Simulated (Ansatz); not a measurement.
**What a trial cell of GaSb relaxes into**

Level of theory: DFT PBE, scalar-relativistic, plane waves, PAW (Ansatz). Cutoff 420 eV, Gaussian smearing, Γ-centred meshes. Cell and atoms relax first on a coarse mesh and then on a finer one. In between, the cell is made exact in the group found at 0.06 Å. In metals the finer mesh still leaves noise of several meV/atom or more. The steps can't lower the symmetry of their start. No spin polarisation.

The guess for GaSb was made by a generator: close-packed anion layers stacked AB, with sites between them filled layer by layer (P6_3/mmc, No. 194) (elements of the layers in order: Sb Sb). Lengths were set from tabulated atomic sizes, so they are only a guess.

```cif
data_structure
_symmetry_space_group_name_H-M 'P6_3/mmc'
_symmetry_Int_Tables_number 194
_cell_length_a 3.9480
_cell_length_b 3.9480
_cell_length_c 6.5047
_cell_angle_alpha 90.000
_cell_angle_beta 90.000
_cell_angle_gamma 120.000
_cell_volume 87.80
loop_
_atom_site_label
_atom_site_type_symbol
_atom_site_symmetry_multiplicity
_atom_site_Wyckoff_symbol
_atom_site_fract_x
_atom_site_fract_y
_atom_site_fract_z
_atom_site_occupancy
Ga1 Ga 2 a 0.00000 0.00000 0.00000 1
Sb1 Sb 2 d 0.33333 0.66667 0.75000 1
```

Formation energies are uncorrected and refer to the elements' standard structures at the same level.

Question: Describe the relaxed structure.

Answer: The symmetry stays P6_3/mmc (No. 194). The end has the nickel arsenide type. The volume per atom grows by 11.8 %, from 22.0 to 24.5 Å³. The shortest distance goes from 2.80 Å (Ga–Sb) to 2.91 Å (Ga–Sb). Conventional cell: a = 3.979 Å, c = 7.162 Å. Ga is surrounded by 6 Sb at 2.91 Å; Sb is surrounded by 6 Ga at 2.91 Å.

```cif
data_structure
_symmetry_space_group_name_H-M 'P 1'
_symmetry_Int_Tables_number 1
_cell_length_a 3.9788
_cell_length_b 3.9788
_cell_length_c 7.1621
_cell_angle_alpha 90.000
_cell_angle_beta 90.000
_cell_angle_gamma 120.000
_cell_volume 98.19
loop_
_atom_site_label
_atom_site_type_symbol
_atom_site_fract_x
_atom_site_fract_y
_atom_site_fract_z
_atom_site_occupancy
Ga1 Ga 0.00000 0.00000 0.00000 1
Ga2 Ga 0.00000 0.00000 0.50000 1
Sb1 Sb 0.33333 0.66667 0.75000 1
Sb2 Sb 0.66667 0.33333 0.25000 1
```

Question: Give its energy and gap.

Answer: The formation energy is +0.06 eV/atom and the gap on the 15×15×8 mesh of the 4-atom cell is 0 eV (a metal).

A positive value: parting into the elements would lower its energy.

The last run used Gaussian smearing of 0.10 eV. Spin–orbit coupling, which can matter for Sb, is left out. A structure relaxed within its symmetry needn't be a true minimum.
